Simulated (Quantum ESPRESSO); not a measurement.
# NaI (Fm-3m): modes at Γ and the response to a field

Which modes does NaI (Fm-3m) have at the zone centre?

Program: Quantum ESPRESSO 7.5. Level of theory: DFT LDA, scalar-relativistic, plane waves, PseudoDojo norm-conserving pseudopotentials. Results are calculated unless marked as measured.

## Step 1: The starting structure

Symmetry: Fm-3m, No. 225, cubic system. Conventional cell: a = 6.473 Å, b = 6.473 Å, c = 6.473 Å, α = 90.00°, β = 90.00°, γ = 90.00°. Na has 6 I at 3.24 Å nearest. I has 6 Na at 3.24 Å nearest. Farther neighbours and most contacts between anions are not listed.

## Step 2: A first look

Before anything dear is run, a loose run with smearing shows whether this is a metal and how far the cell is from rest.

probe.in reads:

```
&CONTROL
  calculation = 'scf'
  prefix      = 'x'
  outdir      = './tmp'
  pseudo_dir  = './pseudo'
  tprnfor     = .true.
  tstress     = .true.
  verbosity   = 'high'
/
&SYSTEM
  ibrav       = 0
  nat         = 2
  ntyp        = 2
  ecutwfc     = 88.0
  occupations = 'smearing'
  smearing    = 'gaussian'
  degauss     = 0.01
/
&ELECTRONS
  conv_thr         = 1.0d-07
  mixing_beta      = 0.7
  electron_maxstep = 100
/
ATOMIC_SPECIES
 Na     22.9898  Na.upf
 I     126.9045  I.upf
CELL_PARAMETERS angstrom
     0.000000000    3.236400000    3.236400000
     3.236400000    0.000000000    3.236400000
     3.236400000    3.236400000    0.000000000
ATOMIC_POSITIONS crystal
 Na     0.000000000   0.000000000   0.000000000
 I      0.500000000   0.500000000   0.500000000
K_POINTS automatic
 6 6 6 0 0 0
```

Launch:

```sh
OMP_NUM_THREADS=1 mpirun -n 4 pw.x -nk 4 -in probe.in > probe.out
```

What it wrote:

```text
[banners, grids, parts of the stress and lines that vanish by symmetry left out]
Program PWSCF v.7.5
     Message from routine setup:
     using ibrav=0 with symmetry is DISCOURAGED, use correct ibrav instead
[...]
kinetic-energy cutoff     =      88.0000  Ry
     charge density cutoff     =     352.0000  Ry
     scf convergence threshold =      1.0E-07
[...]
Exchange-correlation= SLA  PW   NOGX NOGC
                           (   1   4   0   0   0   0   0)
[...]
48 Sym. Ops., with inversion, found
[...]
(     0          1          0      )
                  (     0          0          1      )
[...]
( -0.0000000  1.0000000  0.0000000 )
                  ( -0.0000000  0.0000000  1.0000000 )
[...]
(     1          0         -1      )
                  (     0          0         -1      )
[...]
(  0.0000000 -1.0000000 -0.0000000 )
[...]
(    -1          1          0      )
                  (     0          1         -1      )
[...]
( -1.0000000  0.0000000 -0.0000000 )
                  ( -0.0000000  1.0000000 -0.0000000 )
[...]
number of k points=    16  Gaussian smearing, width (Ry)=  0.0100
[...]
End of self-consistent calculation
[...]
the Fermi energy is     4.0231 ev
!    total energy              =    -117.44288913 Ry
[...]
convergence has been achieved in   5 iterations
[...]
atom    1 type  1   force =     0.00000000    0.00000000    0.00000000
     atom    2 type  2   force =     0.00000000    0.00000000    0.00000000
[...]
Total force =     0.000000     Total SCF correction =     0.000000
[...]
total   stress  (Ry/bohr**3)                   (kbar)     P=      -16.29
[...]
XML data file, charge density, pseudopotentials, collected wavefunctions

   JOB DONE.
```

It took 5 s on 4 MPI ranks of Intel Xeon at 2.70GHz, shared host; 18 s of CPU time.

Numbers from this step:

```yaml
volume_per_atom: 33.90 Å³
pressure: -1.629 GPa
gap_on_the_k_mesh: 3.329 eV
```

A gap of 3.3 eV opens on this mesh, so the crystal is taken as an insulator; the start stands at -1.6 GPa.

## Step 3: Relaxation

The relaxation runs at a cutoff a fifth above that of the response, since stress converges more slowly with the basis than frequencies do. Forces and stress are brought to rest with tight thresholds.

relax.in reads:

```
&CONTROL
  calculation   = 'vc-relax'
  prefix        = 'x'
  outdir        = './tmp'
  pseudo_dir    = './pseudo'
  tprnfor       = .true.
  tstress       = .true.
  forc_conv_thr = 2.0d-05
  etot_conv_thr = 1.0d-07
  nstep         = 40
/
&SYSTEM
  ibrav       = 0
  nat         = 2
  ntyp        = 2
  ecutwfc     = 106
  occupations = 'fixed'
  nbnd        = 10
/
&ELECTRONS
  conv_thr         = 1.0d-11
  mixing_beta      = 0.7
  electron_maxstep = 100
/
&IONS
/
&CELL
  press_conv_thr = 0.2
/
ATOMIC_SPECIES
 Na     22.9898  Na.upf
 I     126.9045  I.upf
CELL_PARAMETERS angstrom
     0.000000000    3.236400000    3.236400000
     3.236400000    0.000000000    3.236400000
     3.236400000    3.236400000    0.000000000
ATOMIC_POSITIONS crystal
 Na     0.000000000   0.000000000   0.000000000
 I      0.500000000   0.500000000   0.500000000
K_POINTS automatic
 6 6 6 0 0 0
```

Launch:

```sh
OMP_NUM_THREADS=1 mpirun -n 4 pw.x -nk 4 -in relax.in > relax.out
```

What it wrote:

```text
[banners, grids, parts of the stress and lines that vanish by symmetry left out]
[banner, memory and clock lines left out]
Program PWSCF v.7.5

[...]
kinetic-energy cutoff     =     106.0000  Ry
     charge density cutoff     =     424.0000  Ry
     scf convergence threshold =      1.0E-11
[...]
energy convergence thresh.=      1.0E-07
     force convergence thresh. =      2.0E-05
     press convergence thresh. =      2.0E-01
     Exchange-correlation= SLA  PW   NOGX NOGC
                           (   1   4   0   0   0   0   0)
[...]
48 Sym. Ops., with inversion, found
[...]
number of k points=    16
[...]
End of self-consistent calculation
[...]
highest occupied, lowest unoccupied level (ev):     1.5407    4.8700
!    total energy              =    -117.44292294 Ry
[...]
convergence has been achieved in  10 iterations
[...]
atom    1 type  1   force =     0.00000000   -0.00000000   -0.00000000
     atom    2 type  2   force =     0.00000000    0.00000000    0.00000000
     Total force =     0.000000     Total SCF correction =     0.000000
[...]
total   stress  (Ry/bohr**3)                   (kbar)     P=      -16.13
[...]
number of bfgs steps    =   0
[...]
CELL_PARAMETERS (angstrom)
[...]
ATOMIC_POSITIONS (crystal)
Na              -0.0000000000        0.0000000000        0.0000000000
I                0.5000000000        0.5000000000        0.5000000000
[...]
New effective cutoffs (rho, wfc):  425.57  106.56
[...]
End of self-consistent calculation
[...]
highest occupied, lowest unoccupied level (ev):     1.6061    4.9568
!    total energy              =    -117.44332114 Ry
[...]
convergence has been achieved in   7 iterations
[...]
atom    1 type  1   force =     0.00000000    0.00000000    0.00000000
     atom    2 type  2   force =     0.00000000   -0.00000000    0.00000000
     Total force =     0.000000     Total SCF correction =     0.000000
[...]
total   stress  (Ry/bohr**3)                   (kbar)     P=      -15.08
[...]
number of bfgs steps    =   1
[...]
WARNING: bfgs curvature condition failed, Theta= 0.860
[...]
CELL_PARAMETERS (angstrom)
[...]
ATOMIC_POSITIONS (crystal)
Na              -0.0000000000        0.0000000000        0.0000000000
I                0.5000000000        0.5000000000        0.5000000000
[...]
New effective cutoffs (rho, wfc):  429.10  107.45
[...]
End of self-consistent calculation
[...]
highest occupied, lowest unoccupied level (ev):     1.7058    5.0894
!    total energy              =    -117.44386284 Ry
[...]
convergence has been achieved in   8 iterations
[...]
atom    1 type  1   force =     0.00000000    0.00000000   -0.00000000
     atom    2 type  2   force =    -0.00000000   -0.00000000   -0.00000000
     Total force =     0.000000     Total SCF correction =     0.000000
[...]
total   stress  (Ry/bohr**3)                   (kbar)     P=      -13.41
[...]
number of bfgs steps    =   2
[...]
CELL_PARAMETERS (angstrom)
[...]
ATOMIC_POSITIONS (crystal)
[...]
New effective cutoffs (rho, wfc):  434.48  108.79
[...]
End of self-consistent calculation
[...]
convergence has been achieved in   8 iterations
[...]
atom    1 type  1   force =    -0.00000000    0.00000000    0.00000000
     atom    2 type  2   force =     0.00000000   -0.00000000   -0.00000000
     Total force =     0.000000     Total SCF correction =     0.000000
[...]
total   stress  (Ry/bohr**3)                   (kbar)     P=       -5.99
[...]
number of bfgs steps    =   4
[...]
CELL_PARAMETERS (angstrom)
[...]
ATOMIC_POSITIONS (crystal)
[...]
New effective cutoffs (rho, wfc):  453.22  113.48
[...]
highest occupied, lowest unoccupied level (ev):     2.4078    6.0304
!    total energy              =    -117.44551477 Ry
[...]
convergence has been achieved in   8 iterations
[...]
atom    1 type  1   force =    -0.00000000   -0.00000000   -0.00000000
     atom    2 type  2   force =    -0.00000000    0.00000000    0.00000000
     Total force =     0.000000     Total SCF correction =     0.000000
[...]
total   stress  (Ry/bohr**3)                   (kbar)     P=        0.80
[...]
number of bfgs steps    =   5
[...]
CELL_PARAMETERS (angstrom)
[...]
ATOMIC_POSITIONS (crystal)
[...]
New effective cutoffs (rho, wfc):  451.98  113.18
[...]
highest occupied, lowest unoccupied level (ev):     2.3710    5.9808
!    total energy              =    -117.44551910 Ry
[...]
convergence has been achieved in   7 iterations
[...]
atom    1 type  1   force =    -0.00000000    0.00000000    0.00000000
     atom    2 type  2   force =    -0.00000000   -0.00000000   -0.00000000
     Total force =     0.000000     Total SCF correction =     0.000000
[...]
total   stress  (Ry/bohr**3)                   (kbar)     P=       -0.05
[...]
number of bfgs steps    =   6
[...]
CELL_PARAMETERS (angstrom)
[...]
ATOMIC_POSITIONS (crystal)
[...]
New effective cutoffs (rho, wfc):  452.05  113.19
[...]
End of self-consistent calculation
[...]
highest occupied, lowest unoccupied level (ev):     2.3731    5.9836
!    total energy              =    -117.44551912 Ry
[...]
convergence has been achieved in   4 iterations
[...]
atom    1 type  1   force =    -0.00000000    0.00000000   -0.00000000
     atom    2 type  2   force =     0.00000000   -0.00000000    0.00000000
     Total force =     0.000000     Total SCF correction =     0.000000
[...]
total   stress  (Ry/bohr**3)                   (kbar)     P=       -0.00
[...]
bfgs converged in   8 scf cycles and   7 bfgs steps
[...]
End of BFGS Geometry Optimization
     Final enthalpy           =    -117.4455191171 Ry
     File ./tmp/x.bfgs deleted, as requested
[...]
CELL_PARAMETERS (angstrom)
[...]
ATOMIC_POSITIONS (crystal)
Na               0.0000000000       -0.0000000000       -0.0000000000
I                0.5000000000        0.5000000000        0.5000000000
[...]
Final scf calculation at the relaxed structure.
[...]
kinetic-energy cutoff     =     106.0000  Ry
     charge density cutoff     =     424.0000  Ry
     scf convergence threshold =      1.0E-13
[...]
press convergence thresh. =      2.0E-01
     Exchange-correlation= SLA  PW   NOGX NOGC
                           (   1   4   0   0   0   0   0)
[...]
48 Sym. Ops., with inversion, found
[...]
number of k points=    16
[...]
End of self-consistent calculation
[...]
highest occupied, lowest unoccupied level (ev):     2.3731    5.9836
!    total energy              =    -117.44551582 Ry
[...]
convergence has been achieved in  10 iterations
[...]
atom    1 type  1   force =     0.00000000    0.00000000   -0.00000000
     atom    2 type  2   force =     0.00000000   -0.00000000    0.00000000
     Total force =     0.000000     Total SCF correction =     0.000000
[...]
total   stress  (Ry/bohr**3)                   (kbar)     P=        0.01
[...]
XML data file, charge density, pseudopotentials, collected wavefunctions
```

The job ended after 49 s (4 MPI ranks).

The steps of the relaxation:

```
step  energy less that of the first step (eV)  largest force (eV/Å)  pressure (GPa)  volume (Å³)
   1                                   0.0000                0.0000           -1.61        67.80
   2                                  -0.0054                0.0000           -1.51        67.24
   3                                  -0.0128                0.0000           -1.34        66.41
   4                                  -0.0220                0.0000           -1.07        65.18
   5                                  -0.0316                0.0000           -0.60        63.37
   6                                  -0.0353                0.0000            0.08        61.18
   7                                  -0.0353                0.0000           -0.01        61.43
   8                                  -0.0353                0.0000            0.00        61.42
   9                                  -0.0353                0.0000            0.00        61.42
```

```
conventional cell, symmetrised  before  after  change
                         a (Å)   6.473  6.263  -3.2 %
                         b (Å)   6.473  6.263  -3.2 %
                         c (Å)   6.473  6.263  -3.2 %
              volume (Å³/atom)   33.90  30.71  -9.4 %
```

The relaxed structure:

```
CELL_PARAMETERS angstrom
0.00000 3.13154 3.13154
3.13154 0.00000 3.13154
3.13154 3.13154 0.00000
ATOMIC_POSITIONS crystal
Na 0.00000 0.00000 0.00000
I 0.50000 0.50000 0.50000
```

The last row of the table of steps is pw.x's closing run on a basis chosen anew for the final cell, so its energy can jump.

This step gave:

```yaml
volume_per_atom: 30.71 Å³
pressure: 0.001 GPa
gap_on_the_k_mesh: 3.611 eV
```

The volume changes by -9.4 % from the cell with which this run began.

## Step 4: Self-consistent run for the response

Perturbation theory inherits every error of the wavefunctions, so the threshold is set near the limit of the arithmetic. With a gap, occupations are fixed, which also allows the response to an electric field.

scf.in reads:

```
&CONTROL
  calculation = 'scf'
  prefix      = 'x'
  outdir      = './tmp'
  pseudo_dir  = './pseudo'
  tprnfor     = .true.
  tstress     = .true.
/
&SYSTEM
  ibrav       = 0
  nat         = 2
  ntyp        = 2
  ecutwfc     = 88.0
  occupations = 'fixed'
  nbnd        = 10
/
&ELECTRONS
  conv_thr         = 1.0d-12
  mixing_beta      = 0.7
  electron_maxstep = 100
/
ATOMIC_SPECIES
 Na     22.9898  Na.upf
 I     126.9045  I.upf
CELL_PARAMETERS angstrom
     0.000000000    3.131543905    3.131543905
     3.131543905    0.000000000    3.131543905
     3.131543905    3.131543905    0.000000000
ATOMIC_POSITIONS crystal
 Na     0.000000000   0.000000000   0.000000000
 I      0.500000000   0.500000000   0.500000000
K_POINTS automatic
 6 6 6 0 0 0
```

Launch:

```sh
OMP_NUM_THREADS=1 mpirun -n 4 pw.x -nk 4 -in scf.in > scf.out
```

What it wrote:

```text
[banners, grids, parts of the stress and lines that vanish by symmetry left out]
[banner, memory and clock lines left out]
Program PWSCF v.7.5

[...]
kinetic-energy cutoff     =      88.0000  Ry
     charge density cutoff     =     352.0000  Ry
     scf convergence threshold =      1.0E-12
[...]
Exchange-correlation= SLA  PW   NOGX NOGC
                           (   1   4   0   0   0   0   0)
[...]
48 Sym. Ops., with inversion, found
[...]
number of k points=    16
[...]
End of self-consistent calculation
[...]
highest occupied, lowest unoccupied level (ev):     2.3731    5.9836
!    total energy              =    -117.44548180 Ry
[...]
convergence has been achieved in  10 iterations
[...]
atom    1 type  1   force =     0.00000000    0.00000000    0.00000000
     atom    2 type  2   force =     0.00000000    0.00000000    0.00000000
     Total force =     0.000000     Total SCF correction =     0.000000
[...]
total   stress  (Ry/bohr**3)                   (kbar)     P=       -0.03
[...]
XML data file, charge density, pseudopotentials, collected wavefunctions
```

Elapsed: 5.6 s, on 4 MPI ranks.

Read from the output:

| Item | Value |
| --- | --- |
| pressure | -0.003000 GPa |

The cell stands at -0.0030 GPa, close enough for phonons.

(Continued in part 2 of 2.)

[Host names and launcher messages were left out of these logs when they were recorded.]

[Logs are printed without paths, hosts, clocks, repeated set-up lines and the standing remarks that a program may print on its own settings, such as how far it seeks lower states.]

[Hosts, paths, dates, database ids (printed as entryN), source tags and the programs' standing remarks are cut or masked in the printed files.]
